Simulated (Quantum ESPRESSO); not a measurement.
# NaH in Quantum ESPRESSO: convergence with k mesh

The system is NaH.

```
CELL_PARAMETERS angstrom
0.00000 2.44000 2.44000
2.44000 0.00000 2.44000
2.44000 2.44000 0.00000
ATOMIC_POSITIONS crystal
Na 0.98740 0.00137 0.00601
H 0.50056 0.49842 0.50487
```

The cell isn't the ideal one: atoms moved at random, drawn with an rms of 0.05 Å.

```yaml
Program: Quantum ESPRESSO 7.5
Task: single point
Functional: LDA
Potentials_or_basis: JTH 2.0 LDA
Cutoff: 544 eV
Density_cutoff: 3265 eV
k_mesh: 1 × 1 × 1
Occupations: cold, width 0.1 eV
Spin: no spin polarisation
```

These are the settings of the first run; the series varies k mesh, with any setting tied to it.

Hardware: 1 thread of AMD EPYC 7B13 (Zen 3) (shared host).

| k mesh | energy less the tightest run, at zero smearing (meV/atom) | pressure (GPa) | largest force (eV/Å) | gap on the mesh (eV) | SCF cycles | CPU time (s) | peak memory (GiB) |
| --- | --- | --- | --- | --- | --- | --- | --- |
| 1 × 1 × 1 | -2302.10 | -20.91 | 0.047 | 13.410 | 7 | 1.3 | 0.05 |
| 3 × 3 × 3 | -7.45 | -2.81 | 0.028 | 5.523 | 7 | 2.3 | 0.05 |
| 4 × 4 × 4 | -0.06 | -2.75 | 0.028 | 3.368 | 7 | 4.6 | 0.05 |
| 5 × 5 × 5 | 0.14 | -2.75 | 0.028 | 4.221 | 7 | 7 | 0.05 |
| 7 × 7 × 7 | -0.01 | -2.75 | 0.028 | 3.847 | 7 | 17 | 0.06 |
| 8 × 8 × 8 | -0.01 | -2.75 | 0.028 | 3.367 | 7 | 24 | 0.07 |
| 9 × 9 × 9 | 0.00 | -2.75 | 0.028 | 3.671 | 7 | 33 | 0.09 |
| 11 × 11 × 11 | 0.00 | -2.75 | 0.028 | 3.569 | 7 | 60 | 0.13 |
| 13 × 13 × 13 | 0.00 | -2.75 | 0.028 | 3.521 | 7 | 96 | 0.19 |

Against the tightest run, the energy stays within 1 meV/atom from 4 × 4 × 4 on; the pressure stays within 0.1 GPa from 3 × 3 × 3 on; the largest force stays within 0.005 eV/Å from 3 × 3 × 3 on. Not settled before the last step: the gap on the mesh (to 0.01 eV). Meshes of other sizes hit other points, so gaps and Fermi surfaces needn't settle smoothly. The tightest run that finished is the yardstick and may itself not be fully converged.

Caveat, for the tightest run too: the cutoff is low for these files, which shifts pressure and relaxed volume; this smearing can shift energies of a crystal with a gap; an odd mesh through Γ misses points on the zone boundary, where band edges often lie.
